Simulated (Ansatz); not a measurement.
# Si: band gap under strain

Aim: follow the gap of Si built on the diamond prototype through these states: +2.5 % strain along x alone; +1.6 % strain along [111] alone; +6.0 % biaxial strain in x and y, z held. The table at the end shows which levels were run.

Program: Ansatz 0.2.0. PAW datasets, plane waves. Computed at 0 K without zero-point motion; spin polarisation is off.

**1. The cell**

The unstrained cell was relaxed with r2SCAN; in each strained cell the atoms were relaxed again with r2SCAN. Names of k-points are those of the unstrained zone, where strain can split equivalent points. First state: +2.5 % strain along x alone.

Space group I4_1/amd (No. 141), tetragonal; a = 3.850 Å, c = 5.581 Å in the conventional setting, 20.68 Å³ an atom. Around Si lie 4 Si at 2.38 Å.

The structure in full:

```
Si
1.0
     0.00000    2.72212    2.72212
     2.79044    0.00000    2.72212
     2.79044    2.72212    0.00000
Si
2
Direct
  0.00000 0.00000 0.00000
  0.25000 0.25000 0.25000
```

**2. +2.5 % strain along x alone: PBE**

File input.yaml:

```yaml
crystal:
  lattice:
    - [0.0, 2.7221188962, 2.7221188962]
    - [2.7904440804, 0.0, 2.7221188962]
    - [2.7904440804, 2.7221188962, 0.0]
  atoms:
    - { symbol: Si, position: [0.0, 0.0, 0.0] }
    - { symbol: Si, position: [0.25, 0.25, 0.25] }
kpoints:
  mp_grid: { grid: [8, 8, 8] }
  band_path:
    path:
      - [0.0, 0.0, 0.0]
      - [0.5, 0.0, 0.5]
      - [0.625, 0.25, 0.625]
      - [0.375, 0.375, 0.75]
      - [0.5, 0.5, 0.5]
      - [0.5, 0.25, 0.75]
      - [0.4, 0.0, 0.4]
    npoints: 1
hamiltonian:
  xc: pbe
scf:
  occupations: { method: fermi_dirac, width: 0.02 }
  n_extra_bands: 4
output:
  forces: true
  stress: true
  eigenvalues: true
```

Further steps of the session: +2.5 % strain along x alone: r2SCAN; +2.5 % strain along x alone: HSE06; +1.6 % strain along [111] alone: PBE; +1.6 % strain along [111] alone: r2SCAN; +1.6 % strain along [111] alone: HSE06; +6.0 % biaxial strain in x and y, z held: PBE; +6.0 % biaxial strain in x and y, z held: r2SCAN; +6.0 % biaxial strain in x and y, z held: HSE06.

**Question.** What will these runs give?

**Answer**, as computed:

Least gap in eV (negative: overlap):

| state | PBE | r2SCAN | HSE06 |
| --- | --- | --- | --- |
| +2.5 % strain along x alone | 0.50 | 0.68 | 1.06 |
| +1.6 % strain along [111] alone | 0.57 | 0.75 | 1.13 |
| +6.0 % biaxial strain in x and y, z held | 0.23 | 0.37 | 0.85 |

Where both were run, the HSE06 gap lies +0.55 to +0.62 eV from PBE's, each on its own k points. In PBE the gap is least under +6.0 % biaxial strain in x and y, z held (0.23 eV) and largest under +1.6 % strain along [111] alone (0.57 eV).
